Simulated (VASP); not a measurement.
Here is a VASP 6.6.1 calculation.

File POSCAR:

```
Ru
1.0
    0.0000000000      2.5818259214      2.5818259214
    2.5818259214      0.0000000000      2.5818259214
    2.5818259214      2.5818259214      0.0000000000
Ru
2
Direct
   -0.1250000000     -0.1250000000     -0.1250000000
    0.1250000000      0.1250000000      0.1250000000
```

The input INCAR.step1:

```
  PREC = Accurate
  ENCUT = 520
  ISMEAR = -1
  SIGMA = 0.05
  LREAL = False
  LASPH = True
  NELM = 100
  NBANDS = 21
  GGA = PE
  ALGO = Normal
  EDIFF = 1E-4
  LWAVE = True
  LCHARG = False
```

INCAR.step2

```
  PREC = Accurate
  ENCUT = 520
  EDIFF = 1E-7
  ISMEAR = -1
  SIGMA = 0.05
  LREAL = False
  LASPH = True
  NELM = 100
  ALGO = Normal
  ISIF = 2
  LWAVE = False
  LCHARG = False
  METAGGA = R2SCAN
  LMIXTAU = True
  NBANDS = 21
  ISTART = 1
```

The input KPOINTS:

```
regular mesh
0
Gamma
  10 10 10
```

Potentials or basis: VASP PAW PBE potentials, release 64 (Ru_pv).

Command:

```sh
$ cat potpaw_PBE.64/Ru_pv/POTCAR > POTCAR
$ cp INCAR.step1 INCAR
$ mpirun -np 1 vasp_std > vasp.out
$ cp INCAR.step2 INCAR
$ mpirun -np 1 vasp_std > vasp.out
```

(1) What does it give for the pressure?

(2) Estimate the band gap on the k mesh.

Answers

(1) 36.9 GPa.

(2) none (metal or under the smearing width).

Caveat: a pressure of tens of GPa on the cell as given is suspect, and the run, the potentials or the cell itself is likely at fault; the PAW data sets were made with another functional, which shifts forces and pressure a little.
